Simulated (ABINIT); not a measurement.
The system is Br.

```
CELL_PARAMETERS angstrom
3.36325 -2.32255 0.00000
3.36325 2.32255 0.00000
0.00000 0.00000 8.70230
ATOMIC_POSITIONS crystal
Br 0.36510 0.63490 0.39010
Br 0.13490 0.86510 0.89010
Br 0.63490 0.36510 0.60990
Br 0.86510 0.13490 0.10990
```

Base run:

* Program: ABINIT 10.8.3 (patched build)
* Functional: PBE
* Potentials or basis: PseudoDojo NC SR PBE v0.5 stringent
* Cutoff: 1034 eV
* k mesh: 5 × 5 × 2
* Occupations: fermi-dirac, width 0.05 eV
* Spin: no spin polarisation

Its results: band gap on the k mesh 1.85 eV, indirect (least direct gap 1.87 eV); pressure 1.8 GPa; largest force 0.918 eV/Å.

**Question.** After a change of settings the same cell gave: band gap on the k mesh 1.84 eV, indirect (least direct gap 1.86 eV); pressure 0.1 GPa; largest force 0.745 eV/Å. Which change was it?
A. potentials or basis from PseudoDojo NC SR PBE v0.5 stringent to PseudoDojo NC SR PBE v0.4.1 standard; cutoff from 1034 eV to 626 eV; valence electrons from 68 to 28
B. functional from PBE to PBEsol; potentials or basis from PseudoDojo NC SR PBE v0.5 stringent to JTH PAW PBE v2.0; cutoff from 1034 eV to 299 eV; valence electrons from 68 to 28
C. functional from PBE to LDA; potentials or basis from PseudoDojo NC SR PBE v0.5 stringent to PseudoDojo NC SR LDA v0.4.1 standard; cutoff from 1034 eV to 490 eV; valence electrons from 68 to 28

**Answer.** B.

Caveats: an odd mesh through Γ misses points on the zone boundary, where band edges often lie; the PAW data sets were made with another functional, which shifts forces and pressure a little (some runs).

Not every run made on this cell is shown here.
